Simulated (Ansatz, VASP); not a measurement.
Y in VASP and in Ansatz

```
Y
1.0
     5.68663    0.00000    0.00000
    -2.84331    4.92476    0.00000
     0.00000    0.00000    3.53715
Y
3
Direct
  0.33335 0.00000 0.33333
  0.00000 0.33335 0.66667
  0.66665 0.66665 0.00000
```

Alike in both runs: functional PBE; k mesh 6 × 6 × 4; occupations gaussian, width 0.1 eV; no spin polarisation.

Ansatz relaxed the structure, and its values are those at the end. VASP's run is a single point on that final structure, the one shown.

|  | VASP | Ansatz |
| --- | --- | --- |
| version | VASP 6.6.1 | Ansatz 0.2.0 |
| potentials or method | VASP PAW PBE potentials, release 64 (Y_sv) | scalar-relativistic, plane waves, PAW |
| plane-wave cutoff (eV) | 520 | 420 |
| valence electrons in the cell | 33 | 33 |

|  | VASP | Ansatz | Ansatz less VASP |
| --- | --- | --- | --- |
| gap on the k mesh at the Fermi level (eV) | none | none | - |
| pressure (GPa) | 0.0 | 0.1 | +0.10 |

A gap of «none» marks a metal or a gap that the smearing closes. The functional is the same, so the differences come from potentials, cutoffs and numerics.

Caveats: the k mesh is coarse (spacing up to 0.44 Å⁻¹), so the values aren't converged.
